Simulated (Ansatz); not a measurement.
Results of PBE in Ansatz (PAW) for cubic perovskite CsPbI3 (cubic high-temperature phase).

Settings: plane-wave cutoff 520 eV, 6×6×6 k mesh, Fermi–Dirac smearing 0.01 eV, scalar-relativistic PAW data made under PBE.

Computed at the level's own relaxed cell.

Task: Predict the pressure derivative B′ of the bulk modulus, bulk modulus B0, equilibrium volume per atom and lattice constant a.

Result: 
* **pressure derivative B′ of the bulk modulus**: 4.7
* **bulk modulus B0**: 14.8 GPa
* **equilibrium volume per atom**: 52.36 Å³/atom
* **lattice constant a**: 6.397 Å

Note: the relaxation could not lower the start's symmetry, so the cell can be a saddle point above a distorted one.

Spin–orbit coupling is not included; it can shift volumes and moduli of such heavy elements.

The computed numbers hold no vibrational or temperature effects.

Cost on a shared machine: roughly 2.4 core-minutes.

Ansatz is an electronic-structure program.
